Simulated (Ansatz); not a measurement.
MoSi2

Method: PBE, scalar-relativistic; no spin polarisation; PAW, 420 eV, Γ-centred 14×14×14 mesh, 0.05 eV Gaussian smearing; code Ansatz; PAW files: Ansatz's generated set soft_2.

```
Si Mo
1.0
    -1.60852    1.60852    3.93657
     1.60852   -1.60852    3.93657
     1.60852    1.60852   -3.93657
Si Mo
2 1
Direct
  0.33511 0.33511 0.00000
  0.66489 0.66489 0.00000
  0.00000 0.00000 0.00000
```

The chain of runs began from a cell as deposited in COD, expanded in volume.

Cell and atoms are those of this level's equilibrium.

The cell has space group I4/mmm (read at 0.01 Å). In it the stress is -0.01, -0.01, -0.02, 0.00, 0.00, 0.00 GPa and the largest force component 0.000 eV/Å. Each change below starts from this cell, without further relaxation. Stress is in GPa, positive in compression, in the order xx, yy, zz, yz, xz, xy; energies are counted from the cell above and are free energies with the smearing's entropy, which match forces and stress in a metal.

**Question.** One atom was moved along a Cartesian axis, and these forces appeared. Which atom, and about how far?
```tsv
atom	Fx (eV/Å)	Fy	Fz
Si1	0.000	0.358	0.066
Si2	0.000	-0.912	0.045
Mo3	0.000	0.555	-0.111
```

**Answer.** Atom 2 (Si) is moved by 0.12 Å along y; the energy changes by 54.7 meV per cell.

**Question.** One atom was moved along a Cartesian axis, and these forces appeared. Which atom, and about how far?
```tsv
atom	Fx (eV/Å)	Fy	Fz
Si1	0.000	0.238	0.030
Si2	0.000	-0.608	0.020
Mo3	0.000	0.370	-0.049
```

**Answer.** Atom 2 (Si) is moved by 0.08 Å along y; the energy changes by 24.3 meV per cell.

**Question.** A single strain component, atoms carried along, gave the stress -2.96, -10.91, -2.45, 0.00, 0.00, 0.00. Which component, and about how large?

**Answer.** An engineering strain of 3 % in yy; the energy changes by 42.7 meV per cell.

**Question.** What stress follows from an engineering strain of 2 % in xz, atoms carried along?

**Answer.** 0.09, 0.09, 0.05, 0.00, -3.91, 0.00 GPa; the energy changes by 9.9 meV per cell.
```tsv
atom	Fx (eV/Å)	Fy	Fz
Si1	0.031	0.000	-0.001
Si2	-0.031	0.000	0.001
Mo3	0.000	0.000	0.000
```
The change of the stress over the strain gives a clamped-atom stiffness of about 195 GPa for this component.
In a harmonic crystal the energy would rise by V(½Cε² − σ₀ε), with σ₀ the stress of the unstrained cell, = 9.9 meV, which matches.

**Question.** All atoms and the cell are disturbed at random:
```xyz
3
Lattice="-1.5998 1.5874 3.8759 1.6185 -1.5991 3.8884 1.6086 1.6079 -3.8807" Properties=species:S:1:pos:R:3 pbc="T T T"
Si    0.0130   -0.0277    2.5978
Si    0.0413    0.0158    5.1349
Mo   -0.0356    0.0002    0.0316
```
Give the energy change, the stress and the forces.

**Answer.** 59.9 meV per cell; stress 1.46, 4.47, 8.55, 0.25, -1.46, -0.98 GPa.
```tsv
atom	Fx (eV/Å)	Fy	Fz
Si1	-0.117	0.240	0.048
Si2	-0.451	-0.251	0.639
Mo3	0.568	0.011	-0.686
```

**Question.** All atoms and the cell are disturbed at random:
```xyz
3
Lattice="-1.6369 1.6095 3.9354 1.6245 -1.6207 3.9349 1.6188 1.6025 -3.9400" Properties=species:S:1:pos:R:3 pbc="T T T"
Si    0.0040   -0.0187    2.6273
Si   -0.0172   -0.0259    5.2491
Mo    0.0008    0.0334   -0.0061
```
Give the energy change, the stress and the forces.

**Answer.** 22.0 meV per cell; stress -2.83, -0.25, -0.52, 0.54, 0.70, 2.02 GPa.
| atom | Fx (eV/Å) | Fy | Fz |
| --- | --- | --- | --- |
| Si1 | -0.078 | 0.196 | 0.182 |
| Si2 | 0.114 | 0.237 | -0.286 |
| Mo3 | -0.036 | -0.433 | 0.104 |
